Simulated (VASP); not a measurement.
## LiH (strained zincblende): one r²SCAN single-point calculation in two programs

```
CELL_PARAMETERS angstrom
0.00000 2.14512 2.17816
2.14512 0.00000 2.17816
2.14512 2.14512 0.00000
ATOMIC_POSITIONS crystal
Li 0.00000 0.00000 0.00000
H 0.25000 0.25000 0.25000
```

Datasets and cutoffs are each program's own. VASP's cell holds 4 valence electrons and Ansatz's 4. Ansatz's stress includes a Pulay correction; VASP's doesn't.

Cutoffs: 520 eV in VASP, 500 eV in Ansatz. k meshes: 10×10×10 and 10×10×10.

```csv
,VASP,Ansatz
gap between bands v and c,4.77 eV,4.70 eV
least direct gap,5.81 eV,5.76 eV
pressure,-0.7 GPa,-0.4 GPa
```

Band v is the last that the valence electrons fill when counted band by band, and c is the next. Levels in eV from the top of v, Ansatz:

```tsv
point	v−1	v	c	c+1
Γ	-44.65	-3.74	13.93	18.51
X	-44.62	-0.41	7.58	10.80
K	-44.62	-0.13	6.22	9.08
L	-44.63	-1.06	4.70	15.84
W	-44.62	-0.01	7.01	7.42
```

VASP:

| point | v−1 | v | c | c+1 |
| --- | --- | --- | --- | --- |
| Γ | -44.77 | -3.64 | 13.97 | 18.70 |
| X | -44.74 | -0.42 | 7.67 | 10.79 |
| K | -44.74 | -0.13 | 6.21 | 9.18 |
| L | -44.74 | -1.04 | 4.77 | 15.93 |
| W | -44.74 | -0.01 | 7.00 | 7.41 |
